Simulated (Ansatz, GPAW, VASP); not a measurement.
One calculation of Mg, 3 ways

```xyz
2
Lattice="3.2093 0.0000 0.0000 -1.6046 2.7793 0.0000 0.0000 0.0000 5.2103" Properties=species:S:1:pos:R:3 pbc="T T T"
Mg    1.6047    0.9264    3.9077
Mg    0.0000    1.8529    1.3026
```

Alike in all runs: task single point; functional PBE; k mesh 10 × 10 × 5; occupations gaussian, width 0.025 eV; no spin polarisation; no spin-orbit coupling. Pressure is positive in compression and, in plane waves, holds the error of the finite cutoff.

```
                        program and potentials  plane-wave cutoff (eV)                                    notes  pressure (GPa)
    GPAW, GPAW PAW data sets (gpaw-data 1.2.1)                     800  10 valence electrons an atom on average           -0.52
Ansatz, all-electron LAPW, scalar-relativistic                       -                                        -           -0.46
                VASP, PBE PAW files Mg, 520 eV                     520   2 valence electrons an atom on average           -0.57
```

The pressure spans -0.57 (VASP, PBE PAW files Mg, 520 eV) to -0.46 GPa (Ansatz, all-electron LAPW, scalar-relativistic), with all-electron results at -0.46.

The functional is the same throughout but for its coding, so the spread measures potentials, basis and numerics; runs on potential files found faulty are left out.
